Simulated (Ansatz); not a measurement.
Geometry optimisation in Ansatz: input, command and trajectory.

```yaml
crystal:
  lattice:
    - [2.4403644576, 0.0, 0.0]
    - [-1.2201822288, 2.1134176148, 0.0]
    - [0.0, 0.0, 23.6806375001]
  atoms:
    - { symbol: C, position: [0.0, 0.0, 0.5711557762] }
    - { symbol: C, position: [0.0, 0.0, 0.4288442238] }
    - { symbol: C, position: [0.3333333333, 0.6666666667, 0.4288237746] }
    - { symbol: C, position: [0.6666666667, 0.3333333333, 0.5711762254] }
basis:
  ecutwfc: 420
kpoints:
  mp_grid: { grid: [18, 18, 2] }
hamiltonian:
  xc: pbe
  dispersion: d3bj
scf:
  occupations: { method: gaussian, width: 0.1 }
output:
  forces: true
  stress: true
  eigenvalues: true
relax:
  adjacent_minimum: "off"
  f_tol: 0.01
  max_steps: 30
  cell: { stress_tol: 0.1, fix: [volume] }
```

```bash
ansatz run input.yaml --threads 1 --pin off --max-ram 2560MiB --backend cpu --events-out ev --progress --plain --runs-dir out
```

Theory: Ansatz, DFT PBE+D3(BJ), scalar-relativistic, plane waves, PAW.

The volume is held at 0.97 times that of the relaxed cell.

Of 6 frames 5 are shown, positions in Å and forces in eV/Å; the SCF threshold varies from step to step. Steps run on the plane waves of an earlier cell, with a Pulay correction in the pressure. The basis is chosen afresh for the last frame, the zero of the energies, and at times for earlier ones too; energy and pressure step there, also at an unchanged geometry. The mark taken_back stands on steps that the optimiser undid.

```xyz
4
Lattice="2.4404 0.0000 0.0000 -1.2202 2.1134 0.0000 0.0000 0.0000 23.6806" Properties=species:S:1:pos:R:3:forces:R:3 pbc="T T T" step=1 free_energy_over_end_meV_per_atom=7.56 pressure_GPa=2.63
C     0.0000    0.0000   13.5253    0.0000    0.0000    0.0036
C     0.0000    0.0000   10.1553    0.0000    0.0000   -0.0036
C     0.0000    1.4089   10.1548    0.0000    0.0000   -0.0038
C     1.2202    0.7045   13.5258    0.0000    0.0000    0.0038
4
Lattice="2.4556 0.0000 0.0000 -1.2278 2.1267 0.0000 0.0000 0.0000 23.3869" Properties=species:S:1:pos:R:3:forces:R:3 pbc="T T T" step=2 free_energy_over_end_meV_per_atom=1.07 pressure_GPa=0.99
C     0.0000    0.0000   13.3940    0.0000    0.0000   -0.0006
C     0.0000    0.0000    9.9929    0.0000    0.0000    0.0006
C     0.0000    1.4178    9.9924    0.0000    0.0000    0.0003
C     1.2278    0.7089   13.3945    0.0000    0.0000   -0.0003
4
Lattice="2.4651 0.0000 0.0000 -1.2325 2.1348 0.0000 0.0000 0.0000 23.2087" Properties=species:S:1:pos:R:3:forces:R:3 pbc="T T T" step=3 free_energy_over_end_meV_per_atom=0.03 pressure_GPa=0.04
C     0.0000    0.0000   13.2842    0.0000    0.0000    0.0053
C     0.0000    0.0000    9.9244    0.0000    0.0000   -0.0053
C     0.0000    1.4232    9.9240    0.0000    0.0000   -0.0079
C     1.2325    0.7116   13.2847    0.0000    0.0000    0.0079
4
Lattice="2.4659 0.0000 0.0000 -1.2330 2.1356 0.0000 0.0000 0.0000 23.1919" Properties=species:S:1:pos:R:3:forces:R:3 pbc="T T T" step=4 free_energy_over_end_meV_per_atom=0.11 pressure_GPa=-0.08 taken_back
C     0.0000    0.0000   13.3283    0.0000    0.0000   -0.0059
C     0.0000    0.0000    9.8636    0.0000    0.0000    0.0059
C     0.0000    1.4237    9.8631    0.0000    0.0000    0.0106
C     1.2330    0.7119   13.3288    0.0000    0.0000   -0.0106
4
Lattice="2.4650 0.0000 0.0000 -1.2325 2.1347 0.0000 0.0000 0.0000 23.2104" Properties=species:S:1:pos:R:3:forces:R:3 pbc="T T T" step=6 free_energy_over_end_meV_per_atom=0.00 pressure_GPa=0.04
C     0.0000    0.0000   13.3083    0.0000    0.0000   -0.0008
C     0.0000    0.0000    9.9021    0.0000    0.0000    0.0008
C     0.0000    1.4231    9.9017    0.0000    0.0000    0.0009
C     1.2325    0.7116   13.3088    0.0000    0.0000   -0.0009
```

The run took 59 s on 1 thread of Arm Neoverse V1, with other jobs on the host, peak memory 0.41 GiB.